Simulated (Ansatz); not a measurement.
# AlBO3 (R-3c): the host for defect calculations, part 2 of 3

Aim: the runs on the perfect crystal AlBO3 (R-3c) that a defect calculation needs first.

Ansatz 0.2.0; plane-wave PAW DFT, PBEsol; relaxation of the host's cell and atoms (the session's first sound run).

So far. Step 3 (Dielectric tensors of the host): The principal values of the electronic dielectric tensor are 3.06, 3.35 and 3.35. The principal values of the static dielectric tensor are 8.51, 8.63 and 8.63.

## 4. Defect free supercell relaxed from its symmetric sites

This cell, the one that will hold the defects, is built from the relaxed host. Its coarser k-points can move the atoms a little, so it is relaxed from the symmetric sites, as the reference for the test of stability.

This step: plane-wave PAW DFT, PBEsol; relaxation of the defect-free supercell from its symmetric sites (Ansatz 0.2.0).

System of this step: AlBO3 (R-3c). The cell holds 80 atoms: 16 Al, 16 B and 48 O. Cell: a = 10.516 Å, b = 10.516 Å, c = 10.516 Å, α = 50.4°, β = 50.4°, γ = 50.4°.

Contents of pristine.symmetric/input.yaml:

```yaml
crystal:
  lattice:
    - [4.4753042488, 2.5838181127, 9.158265059]
    - [-4.4753042488, 2.5838181127, 9.158265059]
    - [0.0, -5.1676362255, 9.158265059]
  atoms:
    - { symbol: Al, position: [0.0, 0.0, 0.0] }
    - { symbol: Al, position: [0.25, 0.25, 0.25] }
    - { symbol: B, position: [0.125, 0.125, 0.125] }
    - { symbol: B, position: [0.375, 0.375, 0.375] }
    - { symbol: O, position: [0.125, 0.4706316312, 0.2793683688] }
    - { symbol: O, position: [0.4706316312, 0.2793683688, 0.125] }
    - { symbol: O, position: [0.2206316312, 0.375, 0.0293683688] }
    - { symbol: O, position: [0.375, 0.0293683688, 0.2206316312] }
    - { symbol: O, position: [0.0293683688, 0.2206316312, 0.375] }
    - { symbol: O, position: [0.2793683688, 0.125, 0.4706316312] }
    - { symbol: Al, position: [0.0, 0.0, 0.5] }
    - { symbol: Al, position: [0.25, 0.25, 0.75] }
    - { symbol: B, position: [0.125, 0.125, 0.625] }
    - { symbol: B, position: [0.375, 0.375, 0.875] }
    - { symbol: O, position: [0.125, 0.4706316312, 0.7793683687] }
    - { symbol: O, position: [0.4706316312, 0.2793683688, 0.625] }
    - { symbol: O, position: [0.2206316312, 0.375, 0.5293683688] }
    - { symbol: O, position: [0.375, 0.0293683688, 0.7206316312] }
    - { symbol: O, position: [0.0293683688, 0.2206316312, 0.875] }
    - { symbol: O, position: [0.2793683688, 0.125, 0.9706316312] }
    - { symbol: Al, position: [0.0, 0.5, 0.0] }
    - { symbol: Al, position: [0.25, 0.75, 0.25] }
    - { symbol: B, position: [0.125, 0.625, 0.125] }
    - { symbol: B, position: [0.375, 0.875, 0.375] }
    - { symbol: O, position: [0.125, 0.9706316312, 0.2793683688] }
    - { symbol: O, position: [0.4706316312, 0.7793683687, 0.125] }
    - { symbol: O, position: [0.2206316312, 0.875, 0.0293683688] }
    - { symbol: O, position: [0.375, 0.5293683688, 0.2206316312] }
    - { symbol: O, position: [0.0293683688, 0.7206316312, 0.375] }
    - { symbol: O, position: [0.2793683688, 0.625, 0.4706316312] }
    - { symbol: Al, position: [0.0, 0.5, 0.5] }
    - { symbol: Al, position: [0.25, 0.75, 0.75] }
    - { symbol: B, position: [0.125, 0.625, 0.625] }
    - { symbol: B, position: [0.375, 0.875, 0.875] }
    - { symbol: O, position: [0.125, 0.9706316312, 0.7793683687] }
    - { symbol: O, position: [0.4706316312, 0.7793683687, 0.625] }
    - { symbol: O, position: [0.2206316312, 0.875, 0.5293683688] }
    - { symbol: O, position: [0.375, 0.5293683688, 0.7206316312] }
    - { symbol: O, position: [0.0293683688, 0.7206316312, 0.875] }
    - { symbol: O, position: [0.2793683688, 0.625, 0.9706316312] }
    - { symbol: Al, position: [0.5, 0.0, 0.0] }
    - { symbol: Al, position: [0.75, 0.25, 0.25] }
    - { symbol: B, position: [0.625, 0.125, 0.125] }
    - { symbol: B, position: [0.875, 0.375, 0.375] }
    - { symbol: O, position: [0.625, 0.4706316312, 0.2793683688] }
    - { symbol: O, position: [0.9706316312, 0.2793683688, 0.125] }
    - { symbol: O, position: [0.7206316312, 0.375, 0.0293683688] }
    - { symbol: O, position: [0.875, 0.0293683688, 0.2206316312] }
    - { symbol: O, position: [0.5293683688, 0.2206316312, 0.375] }
    - { symbol: O, position: [0.7793683687, 0.125, 0.4706316312] }
    - { symbol: Al, position: [0.5, 0.0, 0.5] }
    - { symbol: Al, position: [0.75, 0.25, 0.75] }
    - { symbol: B, position: [0.625, 0.125, 0.625] }
    - { symbol: B, position: [0.875, 0.375, 0.875] }
    - { symbol: O, position: [0.625, 0.4706316312, 0.7793683687] }
    - { symbol: O, position: [0.9706316312, 0.2793683688, 0.625] }
    - { symbol: O, position: [0.7206316312, 0.375, 0.5293683688] }
    - { symbol: O, position: [0.875, 0.0293683688, 0.7206316312] }
    - { symbol: O, position: [0.5293683688, 0.2206316312, 0.875] }
    - { symbol: O, position: [0.7793683687, 0.125, 0.9706316312] }
    - { symbol: Al, position: [0.5, 0.5, 0.0] }
    - { symbol: Al, position: [0.75, 0.75, 0.25] }
    - { symbol: B, position: [0.625, 0.625, 0.125] }
    - { symbol: B, position: [0.875, 0.875, 0.375] }
    - { symbol: O, position: [0.625, 0.9706316312, 0.2793683688] }
    - { symbol: O, position: [0.9706316312, 0.7793683687, 0.125] }
    - { symbol: O, position: [0.7206316312, 0.875, 0.0293683688] }
    - { symbol: O, position: [0.875, 0.5293683688, 0.2206316312] }
    - { symbol: O, position: [0.5293683688, 0.7206316312, 0.375] }
    - { symbol: O, position: [0.7793683687, 0.625, 0.4706316312] }
    - { symbol: Al, position: [0.5, 0.5, 0.5] }
    - { symbol: Al, position: [0.75, 0.75, 0.75] }
    - { symbol: B, position: [0.625, 0.625, 0.625] }
    - { symbol: B, position: [0.875, 0.875, 0.875] }
    - { symbol: O, position: [0.625, 0.9706316312, 0.7793683687] }
    - { symbol: O, position: [0.9706316312, 0.7793683687, 0.625] }
    - { symbol: O, position: [0.7206316312, 0.875, 0.5293683688] }
    - { symbol: O, position: [0.875, 0.5293683688, 0.7206316312] }
    - { symbol: O, position: [0.5293683688, 0.7206316312, 0.875] }
    - { symbol: O, position: [0.7793683687, 0.625, 0.9706316312] }
basis:
  ecutwfc: 420
  xc_grid: 2
hamiltonian:
  xc: pbesol
kpoints:
  mp_grid: { grid: [1, 1, 1], shift: [0.25, 0.25, 0.25] }
scf:
  occupations: { method: fermi_dirac, width: 0.01 }
  max_iter: 80
output:
  forces: true
relax:
  f_tol: 0.01
  max_steps: 60
  escape_saddle: false
checkpoint:
  write: "../pristine.symmetric.run"
  compress: false
  write_wavefunctions: false
  write_every: 100000
```

Launch:

```console
ansatz run input.yaml --threads 8 --pin off --max-ram 13189MiB --backend cpu --events-out ev --progress --plain --runs-dir out
```

Numbers of over 12 decimals in the logs are rounded to 6 here.

The log of the run:

```text
[...]
Crystal: 80 atoms, lattice volume = 635.403 Å³
Basis set: ecut = 420 eV, 12439 PW (Γ), exchange–correlation on 144×144×144 points (8 copies of the dense FFT grid, shifted against one another)
Bands: 272, of which v1, the nominal top of the filled ones, is band 192 counted from 1 (191 counted from 0)
Symmetry: 96 space group operations
[...]
k-points: 1
[...]
SCF iter   1: F=—  HF=-37855.714743 eV  |F-HF|=—  |Δ(HF+E_count)|=         —  Δρ=1.41e-2  dr2=9.10e-1  ethr=1.77e-3  ⟨swp⟩=6.0  Hψ=1176  notcnv=0  defer=42
[...]
SCF iter   6: F=-37855.431671 eV  HF=-37855.431671 eV  |F-HF|=2.91e-9  |Δ(HF+E_count)|=   8.03e-7  Δρ=2.29e-6  dr2=3.15e-8  ethr=3.45e-10  ⟨swp⟩=2.0  Hψ=791  notcnv=0
SCF 1 converged in 6 iterations: F = -37855.431671 eV  dr2 = 3.15e-8
[...]
relax step   1: F+E_penalty+E_count = -37855.43167053 eV  Δ(F+E_penalty+E_count) = +0.000e0 eV  max|allowed force component| = 2.600e-2 eV/Å  Δτ_max = 0.0000 Å  (6 SCF iters, dr2 threshold 2.50e-6 eV, accepted)
[...]
relax step   2: F+E_penalty+E_count = -37855.43193860 eV  Δ(F+E_penalty+E_count) = -2.681e-4 eV  max|allowed force component| = 1.122e-2 eV/Å  Δτ_max = 0.0003 Å  (3 SCF iters, accepted)
SCF iter   1: F=—  HF=-37855.432464 eV  |F-HF|=—  |Δ(HF+E_count)|=         —  Δρ=7.19e-5  dr2=3.63e-5  ethr=9.34e-8  ⟨swp⟩=2.0  Hψ=458  notcnv=0  defer=71
[...]
SCF iter   3: F=-37855.432000 eV  HF=-37855.432000 eV  |F-HF|=1.37e-8  |Δ(HF+E_count)|=   2.43e-6  Δρ=3.97e-6  dr2=4.37e-8  ethr=2.60e-11  ⟨swp⟩=3.0  Hψ=982  notcnv=0
SCF 3 converged in 3 iterations: F = -37855.432000 eV  dr2 = 4.37e-8
relax step   3: F+E_penalty+E_count = -37855.43200008 eV  Δ(F+E_penalty+E_count) = -6.148e-5 eV  max|allowed force component| = 2.451e-5 eV/Å  Δτ_max = 0.0002 Å  (3 SCF iters, accepted)
SCF converged after 3 iterations
Free energy (F): -37855.432000 eV
[...]
Internal energy: -37855.432000 eV  (E = F + TS)
E sigma→0 (E₀):  -37855.432000 eV
Fermi energy:    10.112289 eV
[...]
--- Forces (eV/Å), atoms counted from 1 ---
  atom   1  Al    -0.00000000    -0.00000000    -0.00000000
  atom   2  Al    -0.00000000    -0.00000000     0.00000000
  atom   3  B     -0.00000000    -0.00000000    -0.00000000
  atom   4  B      0.00000000     0.00000000     0.00000000
  atom   5  O      0.00001226    -0.00002123    -0.00000000
  atom   6  O     -0.00002451     0.00000000     0.00000000
  atom   7  O     -0.00001226    -0.00002123    -0.00000000
  atom   8  O     -0.00001226     0.00002123     0.00000000
  atom   9  O      0.00002451    -0.00000000    -0.00000000
  atom  10  O      0.00001226     0.00002123     0.00000000
  atom  11  Al     0.00000000    -0.00000000     0.00000000
  atom  12  Al     0.00000000     0.00000000     0.00000000
  atom  13  B     -0.00000000    -0.00000000    -0.00000000
  atom  14  B      0.00000000     0.00000000     0.00000000
  atom  15  O      0.00001226    -0.00002123    -0.00000000
  atom  16  O     -0.00002451     0.00000000     0.00000000
  atom  17  O     -0.00001226    -0.00002123    -0.00000000
  atom  18  O     -0.00001226     0.00002123     0.00000000
  atom  19  O      0.00002451    -0.00000000    -0.00000000
  atom  20  O      0.00001226     0.00002123     0.00000000
  atom  21  Al     0.00000000    -0.00000000    -0.00000000
  atom  22  Al     0.00000000    -0.00000000    -0.00000000
  atom  23  B      0.00000000    -0.00000000    -0.00000000
  atom  24  B      0.00000000     0.00000000     0.00000000
  atom  25  O      0.00001226    -0.00002123    -0.00000000
  atom  26  O     -0.00002451     0.00000000     0.00000000
  atom  27  O     -0.00001226    -0.00002123    -0.00000000
  atom  28  O     -0.00001226     0.00002123     0.00000000
  atom  29  O      0.00002451    -0.00000000    -0.00000000
  atom  30  O      0.00001226     0.00002123     0.00000000
  atom  31  Al     0.00000000     0.00000000     0.00000000
  atom  32  Al    -0.00000000     0.00000000    -0.00000000
  atom  33  B      0.00000000    -0.00000000    -0.00000000
  atom  34  B      0.00000000     0.00000000     0.00000000
  atom  35  O      0.00001226    -0.00002123    -0.00000000
  atom  36  O     -0.00002451     0.00000000     0.00000000
  atom  37  O     -0.00001226    -0.00002123    -0.00000000
  atom  38  O     -0.00001226     0.00002123     0.00000000
  atom  39  O      0.00002451    -0.00000000    -0.00000000
  atom  40  O      0.00001226     0.00002123     0.00000000
[...]
atom  69  O      0.00002451    -0.00000000    -0.00000000
  atom  70  O      0.00001226     0.00002123     0.00000000
  atom  71  Al     0.00000000    -0.00000000     0.00000000
  atom  72  Al    -0.00000000     0.00000000    -0.00000000
  atom  73  B     -0.00000000    -0.00000000    -0.00000000
  atom  74  B      0.00000000     0.00000000     0.00000000
  atom  75  O      0.00001226    -0.00002123    -0.00000000
  atom  76  O     -0.00002451     0.00000000     0.00000000
  atom  77  O     -0.00001226    -0.00002123    -0.00000000
  atom  78  O     -0.00001226     0.00002123     0.00000000
  atom  79  O      0.00002451    -0.00000000    -0.00000000
  atom  80  O      0.00001226     0.00002123     0.00000000
  max |Σ_I F_I| component: 6.78e-21 eV/Å
--- Relaxed structure (3 steps of the walk, 3 accepted, 0 SCFs on fresh bases) ---
  F+E_penalty+E_count = -37855.43200008 eV   max|allowed force component| = 2.451e-5 eV/Å
  atoms:
    - { symbol: Al, position: [4.543875123562781e-19, 4.55031024363634e-19, 4.566762015811699e-19] }
    - { symbol: Al, position: [0.250000, 0.250000, 0.250000] }
    - { symbol: B, position: [0.125000, 0.125000, 0.125000] }
    - { symbol: B, position: [0.375000, 0.375000, 0.375000] }
    - { symbol: O, position: [0.125000, 0.470573, 0.279427] }
    - { symbol: O, position: [0.470573, 0.279427, 0.125000] }
    - { symbol: O, position: [0.220573, 0.375000, 0.029427] }
    - { symbol: O, position: [0.375000, 0.029427, 0.220573] }
    - { symbol: O, position: [0.029427, 0.220573, 0.375] }
    - { symbol: O, position: [0.279427, 0.125000, 0.470573] }
    - { symbol: Al, position: [0.0, 0.0, 0.500000] }
    - { symbol: Al, position: [0.250000, 0.250000, 0.75] }
    - { symbol: B, position: [0.125000, 0.125000, 0.625000] }
    - { symbol: B, position: [0.375, 0.375, 0.875] }
    - { symbol: O, position: [0.125000, 0.470573, 0.779427] }
    - { symbol: O, position: [0.470573, 0.279427, 0.625000] }
    - { symbol: O, position: [0.220573, 0.375, 0.529427] }
    - { symbol: O, position: [0.375000, 0.029427, 0.720573] }
    - { symbol: O, position: [0.029427, 0.220573, 0.875000] }
    - { symbol: O, position: [0.279427, 0.125, 0.970573] }
    - { symbol: Al, position: [-5.551115123125783e-17, 0.500000, 0.0] }
    - { symbol: Al, position: [0.250000, 0.750000, 0.250000] }
    - { symbol: B, position: [0.125, 0.625, 0.125] }
    - { symbol: B, position: [0.375000, 0.875, 0.375] }
    - { symbol: O, position: [0.125000, 0.970573, 0.279427] }
    - { symbol: O, position: [0.470573, 0.779427, 0.125000] }
    - { symbol: O, position: [0.220573, 0.875, 0.029427] }
    - { symbol: O, position: [0.375000, 0.529427, 0.220573] }
    - { symbol: O, position: [0.029427, 0.720573, 0.375000] }
    - { symbol: O, position: [0.279427, 0.625000, 0.470573] }
    - { symbol: Al, position: [0.0, 0.5, 0.500000] }
    - { symbol: Al, position: [0.250000, 0.75, 0.75] }
    - { symbol: B, position: [0.125000, 0.625, 0.625000] }
    - { symbol: B, position: [0.375000, 0.875000, 0.875000] }
    - { symbol: O, position: [0.125000, 0.970573, 0.779427] }
    - { symbol: O, position: [0.470573, 0.779427, 0.625000] }
    - { symbol: O, position: [0.220573, 0.875, 0.529427] }
    - { symbol: O, position: [0.375000, 0.529427, 0.720573] }
    - { symbol: O, position: [0.029427, 0.720573, 0.875] }
    - { symbol: O, position: [0.279427, 0.625000, 0.970573] }
    - { symbol: Al, position: [0.500000, -5.551115123125783e-17, 0.0] }
    - { symbol: Al, position: [0.750000, 0.250000, 0.250000] }
    - { symbol: B, position: [0.625, 0.125, 0.125] }
    - { symbol: B, position: [0.875, 0.375000, 0.375] }
    - { symbol: O, position: [0.625, 0.470573, 0.279427] }
    - { symbol: O, position: [0.970573, 0.279427, 0.125000] }
    - { symbol: O, position: [0.720573, 0.375, 0.029427] }
    - { symbol: O, position: [0.875000, 0.029427, 0.220573] }
    - { symbol: O, position: [0.529427, 0.220573, 0.375] }
    - { symbol: O, position: [0.779427, 0.125000, 0.470573] }
    - { symbol: Al, position: [0.5, 0.0, 0.500000] }
    - { symbol: Al, position: [0.75, 0.250000, 0.75] }
    - { symbol: B, position: [0.625, 0.125000, 0.625000] }
    - { symbol: B, position: [0.875000, 0.375000, 0.875000] }
    - { symbol: O, position: [0.625000, 0.470573, 0.779427] }
    - { symbol: O, position: [0.970573, 0.279427, 0.625000] }
    - { symbol: O, position: [0.720573, 0.375, 0.529427] }
    - { symbol: O, position: [0.875000, 0.029427, 0.720573] }
    - { symbol: O, position: [0.529427, 0.220573, 0.875] }
    - { symbol: O, position: [0.779427, 0.125000, 0.970573] }
    - { symbol: Al, position: [0.500000, 0.500000, 0.0] }
    - { symbol: Al, position: [0.75, 0.75, 0.250000] }
    - { symbol: B, position: [0.625, 0.625, 0.125000] }
    - { symbol: B, position: [0.875000, 0.875000, 0.375000] }
    - { symbol: O, position: [0.625000, 0.970573, 0.279427] }
    - { symbol: O, position: [0.970573, 0.779427, 0.125000] }
    - { symbol: O, position: [0.720573, 0.875, 0.029427] }
    - { symbol: O, position: [0.875000, 0.529427, 0.220573] }
    - { symbol: O, position: [0.529427, 0.720573, 0.375] }
    - { symbol: O, position: [0.779427, 0.625, 0.470573] }
    - { symbol: Al, position: [0.500000, 0.500000, 0.500000] }
    - { symbol: Al, position: [0.750000, 0.750000, 0.750000] }
    - { symbol: B, position: [0.625000, 0.625000, 0.625000] }
    - { symbol: B, position: [0.875000, 0.875000, 0.875000] }
    - { symbol: O, position: [0.625000, 0.970573, 0.779427] }
    - { symbol: O, position: [0.970573, 0.779427, 0.625000] }
    - { symbol: O, position: [0.720573, 0.875000, 0.529427] }
    - { symbol: O, position: [0.875000, 0.529427, 0.720573] }
    - { symbol: O, position: [0.529427, 0.720573, 0.875000] }
    - { symbol: O, position: [0.779427, 0.625, 0.970573] }
```

Run time: 14 s. Hardware: 8 threads of Arm Neoverse N1, shared host; peak memory 1.4 GiB.

Hardly anything moved in the relaxation; the energy changed by under 0.2 meV an atom.

[end of part 2 of 3]

[Logs are printed without paths, hosts, clocks, repeated set-up lines and the standing remarks that a program may print on its own settings, such as how far it seeks lower states.]

[Hosts, paths, dates, database ids (printed as entryN), source tags and the programs' standing remarks are cut or masked in the printed files.]

[Runs of the host that timed out are not shown.]

[For some hosts the program warned that the k-mesh of the response run may be too coarse for force constants and the static dielectric constant; such warnings are not always shown.]
